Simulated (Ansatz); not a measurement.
**Ru in Ansatz: the effect of target pressure**

Crystal: Ru.

```xyz
2
Lattice="2.7058 0.0000 0.0000 -1.3529 2.3433 0.0000 0.0000 0.0000 4.2819" Properties=species:S:1:pos:R:3 pbc="T T T"
Ru    1.3529    0.7811    3.2114
Ru    0.0000    1.5622    1.0705
```

Alike in all runs:

| Item | Value |
| --- | --- |
| Program | Ansatz 0.2.0 |
| Task | relaxation of cell and atoms |
| Functional | PBEsol |
| Potentials or basis | all-electron LAPW, scalar-relativistic |
| Basis error allowed | 0.001 eV/atom |
| k mesh | 11 × 11 × 6 |
| Occupations | fermi-dirac, width 0.05 eV |
| Spin | no spin polarisation |

Each run relaxes the cell or the atoms first.

```csv
target pressure,relaxed volume (Å³/atom)
0 GPa,13.32
5 GPa,13.14
10 GPa,?
20 GPa,12.66
30 GPa,12.39
```

Q: What does the run with target pressure 10 GPa give?

A: Relaxed volume 12.97 Å³/atom.

Worked out: In Murnaghan's law V^(-B') rises as a straight line in P. The other rows fit best with B' = 4.3, V0 = 13.32 Å³/atom and B0 = 353 GPa, which gives 12.97 Å³/atom at 10 GPa, against the run's 12.97.
